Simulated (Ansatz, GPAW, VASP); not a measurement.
## PbSe: 3 runs at one level of theory

```xyz
2
Lattice="0.0000 3.0606 3.0606 3.0606 0.0000 3.0606 3.0606 3.0606 0.0000" Properties=species:S:1:pos:R:3 pbc="T T T"
Pb    0.0000    0.0000    0.0000
Se    3.0606    3.0606    3.0606
```

Alike in all runs: task single point; functional PBE; k mesh 8 × 8 × 8; occupations gaussian, width 0.018 eV; no spin polarisation; no spin-orbit coupling. Pressure is positive in compression and, in plane waves, holds the error of the finite cutoff.

| program and potentials | plane-wave cutoff (eV) | notes | band gap (eV) | pressure (GPa) |
| --- | --- | --- | --- | --- |
| VASP, PBE PAW files Pb_d, Se, 520 eV | 520 | - | 0.29 | 2.41 |
| GPAW, GPAW PAW data sets (gpaw-data 1.2.1) | 600 | - | 0.24 | 2.22 |
| Ansatz, all-electron LAPW, scalar-relativistic | - | - | 0.28 | 2.43 |

The band gap spans 0.24 (GPAW, GPAW PAW data sets (gpaw-data 1.2.1)) to 0.29 eV (VASP, PBE PAW files Pb_d, Se, 520 eV), with all-electron results at 0.28. The pressure spans 2.22 (GPAW, GPAW PAW data sets (gpaw-data 1.2.1)) to 2.43 GPa (Ansatz, all-electron LAPW, scalar-relativistic), with all-electron results at 2.43. Spin-orbit coupling, left out here, moves the band edges of heavy atoms.

Differences between rows come from potentials, basis sets and numerical settings, since the functional is the same but for its coding. Runs on potential files found faulty are left out.

All three runs give PbSe a small gap and a cell under compression. VASP lies close to the all-electron result in both quantities, while GPAW is lower in both, probably because of its data sets or the remaining basis error. The positive pressure means that PBE favours a larger cell, in line with its usual underbinding of heavy-element solids.

The narrow gap is typical of the lead chalcogenides. The filled Pb 6s shell mixes with Se 4p and pushes the valence band edge up at L, where the conduction edge is mainly Pb 6p. Compression strengthens this s–p repulsion and broadens the bands, so the gap would probably widen if the cell were relaxed.

Spin-orbit coupling would lower the Pb 6p edge by an amount comparable to the gap itself, and could nearly close or even invert it within PBE. The agreement between codes therefore supports the consistency of the scalar-relativistic description, but not the size of the real gap or the band order at L.
